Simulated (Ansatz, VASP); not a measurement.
Two plane-wave programs on Ti

Contents of INCAR:

```
PREC = Accurate
ENCUT = 520
EDIFF = 1E-7
ISMEAR = -1
SIGMA = 0.05
LREAL = F
LASPH = T
NELM = 80
ALGO = Normal
ISIF = 2
LWAVE = F
LCHARG = F
GGA = PE
NBANDS = 19
```

File KPOINTS:

```
regular mesh
0
Gamma
  10 10 6
```

POSCAR

```
Ti
1.0
    2.9302007457      0.0000000000      0.0000000000
   -1.4651003729      2.5376282840      0.0000000000
    0.0000000000      0.0000000000      4.6485896576
Ti
2
Direct
    0.6666666667      0.3333333333      0.7500000000
    0.3333333333      0.6666666667      0.2500000000
```

File input.yaml:

```yaml
crystal:
  lattice:
    - [2.9302007457, 0.0, 0.0]
    - [-1.4651003729, 2.537628284, 0.0]
    - [0.0, 0.0, 4.6485896576]
  atoms:
    - { symbol: Ti, position: [0.6666666667, 0.3333333333, 0.75] }
    - { symbol: Ti, position: [0.3333333333, 0.6666666667, 0.25] }
hamiltonian:
  xc: pbe
  pseudopotentials: { kind: paw }
kpoints:
  mp_grid: { grid: [10, 10, 6] }
scf:
  occupations: { method: fermi_dirac, width: 0.05 }
output:
  forces: true
  stress: true
  eigenvalues: true
```

Change from the starting cell: volume scaled by 0.98.

Alike in both runs: task single point; functional PBE; k mesh 10 × 10 × 6; occupations fermi-dirac, width 0.05 eV; no spin polarisation.

|  | VASP | Ansatz |
| --- | --- | --- |
| version | VASP 6.6.1 | Ansatz 0.2.0 |
| potentials or method | VASP PAW PBE potentials, release 64 (Ti_sv) | Ansatz PAW |
| plane-wave cutoff (eV) | 520 | 420 |
| valence electrons in the cell | 24 | 24 |

Ansatz gave:

| Property | Result |
| --- | --- |
| gap on the k mesh at the Fermi level (eV) | none |
| pressure (GPa) | 0.8 |
| largest component of the traceless stress (GPa) | 0.27 |

**Question.** Which values does VASP return?

**Answer.** gap on the k mesh at the Fermi level (eV): none; pressure (GPa): 0.5; largest component of the traceless stress (GPa): 0.28.

A gap of «none» marks a metal or a gap that the smearing closes.
